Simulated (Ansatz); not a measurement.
# ScAl$_{3}$ (Pm-3m), zone-centre modes

Level of theory: DFT PBE, scalar-relativistic, plane waves, PAW in Ansatz 0.2.0. Cutoff 420 eV, Γ-centred 10×10×10 k-points, Gaussian smearing of 0.15 eV. No spin polarisation.

The starting cell (relaxed at this level; it needn't be the usual structure):

```xyz
8
Lattice="-4.1053 0.0000 -4.1053 0.0000 -4.1053 -4.1053 -4.1053 -4.1053 0.0000" Properties=species:S:1:pos:R:3 pbc="T T T"
Sc   -4.1053   -4.1053   -4.1053
Sc    0.0000    0.0000    0.0000
Al   -2.0527    0.0000   -2.0527
Al   -2.0527   -4.1053   -2.0527
Al   -4.1053   -2.0527   -2.0527
Al    0.0000   -2.0527   -2.0527
Al   -2.0527   -2.0527    0.0000
Al   -2.0527   -2.0527   -4.1053
```

Harmonic modes by finite displacements of 0.02 Å, without the LO–TO term. The cell doubles the primitive one, so its zone centre also holds the primitive cell's point q = (1/2, 1/2, 1/2).

(1) At this geometry, is the structure stable against these modes?

(2) List the wavenumbers in cm⁻¹.

Results:

(1) Yes: no mode is imaginary beyond 10 cm⁻¹, and only the three translations lie near zero.

(2) 0, 0, 0, 144, 144, 176, 176, 176, 232, 232, 232, 233, 233, 233, 252, 252, 252, 276, 328, 328, 328, 336, 336, 336.

Cost: 1 run of about 0.66 core-minutes, on AMD EPYC 9R45 (Zen 5) (shared hosts).